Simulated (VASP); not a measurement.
A calculation with VASP 6.6.1 of Mn (ASE script, structure typed inline):

File run.py:

```python
from ase import Atoms
from ase.calculators.vasp import Vasp
from ase.dft.bandgap import bandgap

atoms = Atoms(
    ['Mn'],
    cell=[[-1.5405, 1.5405, 1.5405], [1.5405, -1.5405, 1.5405], [1.5405, 1.5405, -1.5405]],
    scaled_positions=[[0.0, 0.0, 0.0]],
    pbc=True,
)
atoms.set_initial_magnetic_moments([4.0])
calc = Vasp(
    directory='calc',
    xc='pbe',
    pp='PBE',
    setups={'base': 'minimal', 'Mn': '_GW'},
    prec='Accurate',
    encut=550,
    ediff=1e-06,
    ismear=0,
    sigma=0.1,
    lreal=False,
    lasph=True,
    nelm=100,
    algo='Fast',
    isif=2,
    lwave=False,
    lcharg=False,
    ispin=2,
    lorbit=11,
    lmaxmix=4,
    kpts=[12, 12, 12],
    gamma=True,
    nbands=14,
)
atoms.calc = calc

print('energy (eV):', atoms.get_potential_energy())
print('free energy (eV):', atoms.get_potential_energy(force_consistent=True))
print('forces (eV/A):')
print(atoms.get_forces())
print('stress (eV/A^3, Voigt):', atoms.get_stress())
print('Fermi level (eV):', calc.get_fermi_level())
print('moment (muB):', atoms.get_magnetic_moment())
print('site moments (muB):', atoms.get_magnetic_moments())
gap, top, bottom = bandgap(calc)
print('band gap (eV):', gap, 'from (spin, k, band)', top, 'to', bottom)
```

Potentials or basis: VASP PAW PBE potentials, release 64 (Mn_GW).

Launch:

```console
$ python run.py
```

This isn't the form of Mn at room conditions, which is a 58-atom cubic cell.

**Question.** Write the same calculation in another form: native input, structure from a POSCAR.

**Answer.** As run:

Contents of INCAR:

```
  ALGO = Fast
  EDIFF = 1E-7
  ENCUT = 550
  GGA = PE
  ISIF = 2
  ISMEAR = 0
  ISPIN = 2
  LASPH = True
  LCHARG = False
  LMAXMIX = 4
  LORBIT = 11
  LREAL = False
  LWAVE = False
  MAGMOM = 4
  NELM = 100
  PREC = Accurate
  SIGMA = 0.1
```

The input KPOINTS:

```
k-points
0
Gamma
  12 12 12
```

File POSCAR:

```
Mn
1.0
   -1.5405000000      1.5405000000      1.5405000000
    1.5405000000     -1.5405000000      1.5405000000
    1.5405000000      1.5405000000     -1.5405000000
Mn
1
Direct
    0.0000000000      0.0000000000      0.0000000000
```

Potentials or basis: VASP PAW PBE potentials, release 64 (Mn_GW).

Command:

```bash
$ cat potpaw_PBE.64/Mn_GW/POTCAR > POTCAR
$ mpirun -np 1 vasp_std > vasp.out
```

Both were run:

|  | ASE script, structure typed inline | native input, structure from a POSCAR |
| --- | --- | --- |
| Pressure | -34.5 GPa | -10.1 GPa |
| Band gap on the k mesh | none (metal or under the smearing width) | none (metal or under the smearing width) |
| Net moment | 1.48 μB per cell | 3.09 μB per cell |
| Site moments | Mn +1.48 μB | Mn +3.00 μB |
| Valence electrons inside the program's atomic spheres | Mn 5.86 | Mn 5.89 |

The two forms don't agree: their energies differ by 37 meV/atom, so a default or the state reached differs between them.
